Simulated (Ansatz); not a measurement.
SiC (wurtzite), relaxed with r2SCAN in the PAW code Ansatz: it is hexagonal, P6_3mc (No. 186); a = 3.075 Å, c = 5.048 Å in the conventional setting, 10.34 Å³ an atom. Around Si lie 4 C at 1.88–1.90 Å; around C lie 4 Si at 1.88–1.90 Å. It was then strained (isotropic on every length), atoms relaxed again within the symmetry left. Unstrained, HSE06 gives 3.160 eV (Γ → K, 6×6×4 mesh), and the band edges keep their places in every row. Stress is positive in compression. No spin polarisation and no zero-point or thermal motion.

Axes as in this cell:
```
CELL_PARAMETERS angstrom
3.07536 0.00000 0.00000
-1.53768 2.66334 0.00000
0.00000 0.00000 5.04811
ATOMIC_POSITIONS crystal
Si 0.33333 0.66667 0.99959
Si 0.66667 0.33333 0.49959
C 0.33333 0.66667 0.37541
C 0.66667 0.33333 0.87541
```

```tsv
strain (%)	ln(V/V₀)	ΔE_g, HSE06 (eV)	Δpressure, r2SCAN (GPa)	Δ(G0W0@PBE gap on 6×6×4)
-4.0	-0.1225	-0.206	+35.28	-0.177
-2.0	-0.0606	-0.100	+15.52	-0.084
-1.0	-0.0302	-0.047	+7.28	-0.040
+1.0	+0.0299	+0.045	-6.42	+0.036
+3.0	+0.0887	+0.135	-16.98	+0.107
+4.0	+0.1177	+0.177	-21.26	+0.137
```

Problem. Fit ΔE_g = a x + b x² to these rows by least squares, with x = ln(V/V₀).

Solution. The normal equations take Σx² = 4.221e-02, Σx³ = 2.668e-04, Σx⁴ = 4.941e-04, ΣxΔE = 6.687e-02 and Σx²ΔE = 5.301e-05, and give a = +1.59 eV, b = -0.8 eV; the largest residual is 0.002 eV. a is the volume deformation potential of this gap.

Problem. Fit the change of pressure in the same way.

Solution. Δpressure = -232.2 x + (448) x² GPa. So B₀ = 232.2 GPa and B′ ≈ 2 × 448/232.2 = 3.9; two terms over so wide a range bias B₀ by a few per cent and B′ by more; the gap's pressure coefficient at zero is −a/B₀ = -7 meV/GPa, with HSE06's a and r2SCAN's B₀. With the axis ratios held, these aren't quite the hydrostatic values.

Problem. Predict the withheld row at -3.0 % (x = -0.0914).

Solution. ΔE_g ≈ +1.59 × (-0.0914) + (-0.8) × (-0.0914)² = -0.152 eV, and Δpressure ≈ +24.97 GPa. The runs give -0.152 eV and +24.82 GPa, off by 0.000 eV and -0.15 GPa.

Problem. Fit the last column too (unstrained value 3.070 eV), and predict it for the withheld row.

Solution. Δ = +1.30 x + (-1.2) x² eV, which gives -0.129 eV at x = -0.0914; the run gives -0.129 eV. Its slope is 0.82 of HSE06's. G0W0 here is at a finite number of bands, screening cutoff and k mesh, not at the basis limit.

The meshes of the hybrids are coarse, so their gaps aren't converged to the digits shown.
